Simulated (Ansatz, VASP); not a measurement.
## Two plane-wave programs on SrO

The input INCAR:

```
  PREC = Accurate
  ENCUT = 520
  EDIFF = 1E-8
  ISMEAR = -1
  SIGMA = 0.02
  LREAL = False
  LASPH = True
  NELM = 80
  ALGO = Normal
  ISIF = 2
  LWAVE = False
  LCHARG = False
  GGA = CA
  LEFG = True
  NBANDS = 15
```

File KPOINTS:

```
regular mesh
0
Gamma
  8 8 8
```

POSCAR

```
SrO
1.0
    0.0000000000      2.5910389797      2.5910389797
    2.5910389797      0.0000000000      2.5910389797
    2.5910389797      2.5910389797      0.0000000000
Sr O
1 1
Direct
    0.0000000000      0.0000000000      0.0000000000
    0.5000000000      0.5000000000      0.5000000000
```

Input for Ansatz:

```yaml
crystal:
  lattice:
    - [0.0, 2.5910389797, 2.5910389797]
    - [2.5910389797, 0.0, 2.5910389797]
    - [2.5910389797, 2.5910389797, 0.0]
  atoms:
    - { symbol: Sr, position: [0.0, 0.0, 0.0] }
    - { symbol: O, position: [0.5, 0.5, 0.5] }
kpoints:
  mp_grid: { grid: [8, 8, 8] }
scf:
  occupations: { method: fermi_dirac, width: 0.02 }
hamiltonian:
  xc: lda
  pseudopotentials: { kind: paw }
output:
  forces: true
  stress: true
  eigenvalues: true
  efg: { contact_densities: true }
```

Change from the starting cell: volume scaled by 1.025, PAW files.

Alike in both runs: task electric field gradients; functional LDA; k mesh 8 × 8 × 8; occupations fermi-dirac, width 0.02 eV; no spin polarisation.

|  | VASP | Ansatz |
| --- | --- | --- |
| version | VASP 6.6.1 | Ansatz 0.2.0 |
| potentials or method | VASP PAW LDA potentials, release 64 (Sr_sv, O) | PAW with Ansatz's default frozen-core files, scalar-relativistic |
| plane-wave cutoff (eV) | 520 | 420 |
| valence electrons in the cell | 16 | 16 |

```tsv
	VASP	Ansatz	Ansatz less VASP
gap on the k mesh at the Fermi level (eV)	3.12	3.17	+0.055
pressure (GPa)	-5.5	-6.2	-0.62
Vzz of the field gradient on the site that differs most (V/Å²)	0.0	0.0	0.00
```

Ansatz warned: «gradients_without_spin_orbit».

A k mesh can miss the band edges.
